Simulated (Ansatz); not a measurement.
Runs of Ansatz 0.2.0 on GaSb. It takes space group F-43m (No. 216, cubic). Conventional cell: a = 6.118 Å, b = 6.118 Å, c = 6.118 Å, α = 90.00°, β = 90.00°, γ = 90.00°. Around Sb (site symmetry -43m) lie 4 Ga at 2.65 Å. Ga (site symmetry -43m) is surrounded by 4 Sb at 2.65 Å. 

| task | level | potentials or basis | spin | cell | k mesh | cutoff (eV) | smearing | other keys | mesh quality | gap on the mesh (eV) | pressure (GPa) |
| --- | --- | --- | --- | --- | --- | --- | --- | --- | --- | --- | --- |
| single point | PBEsol | PseudoDojo PBEsol stringent | SOC, no magnetisation | as given | 8 × 8 × 8 | 1551 | tetrahedron | - | not flagged | none | 0.0 |
| density of states | LDA | Ansatz PAW | SOC, no magnetisation | volume scaled by 0.8 | 8 × 8 × 8 | 400 | tetrahedron | basis.ecutwfc = 400 eV; scf.occupations.width = left out; … | not flagged | (a) | 16.4 |
| electrostatic potential | PBEsol+D3(BJ) | JTH PAW | collinear, random start | as given | 8 × 8 × 8 | 3600 | fermi-dirac 0.05 eV | scf.initial_density.chi_scale = 0.3; scf.algorithm = direct_min | not flagged | none | -1.9 |
| single point | B3LYP5+D4 | Ansatz PAW | SOC, no magnetisation | as given | 4 × 4 × 4 | 420 | gaussian 0.1 eV | - | coarse | (b) | -0.9 |

Fill in the values left out.

(a) 0.19; (b) 0.74.

Caveats: some runs use coarse meshes; with tetrahedron occupations forces and stress needn't match the slope of the energy (some runs); this crystal is a semiconductor, whose small gap the functional closes, so the metal is an error of the method (some runs); the cutoff lies under the one recommended for these potentials (some runs); pairwise dispersion overbinds metals, which lowers pressure and volume (some runs); the starting moments weren't kept (some runs); the potentials were made for another functional, which shifts forces and pressure (some runs); the thresholds are loose for stress (some runs).

A k mesh can miss the band edges, and rows without SOC leave out spin-orbit coupling on Ga, Sb.

A gap of «none» marks a metal or a gap under the smearing width.

The runs don't all hold the same shells in valence.

Runs at the PBE level aren't shown here.
